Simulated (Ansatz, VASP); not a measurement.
Two plane-wave programs on Rh

```
Rh
1.0
     0.00000    1.91492    1.91492
     1.91492    0.00000    1.91492
     1.91492    1.91492    0.00000
Rh
1
Direct
  0.00000 0.00000 0.00000
```

Alike in both runs: task single point; functional PBE; k mesh 18 × 18 × 18; occupations gaussian, width 0.05 eV; no spin polarisation.

```csv
,VASP,Ansatz
version,VASP 6.6.1,Ansatz 0.2.0
potentials or method,"VASP PAW PBE potentials, release 64 (Rh_pv)","scalar-relativistic, plane waves, PAW"
plane-wave cutoff (eV),520,420
valence electrons in the cell,15,17
```

|  | VASP | Ansatz | Ansatz less VASP |
| --- | --- | --- | --- |
| gap on the k mesh at the Fermi level (eV) | none | none | - |
| pressure (GPa) | 0.0 | 0.0 | -0.04 |

A gap of «none» marks a metal or a gap that the smearing closes. The two sets of potentials don't hold the same shells in valence.
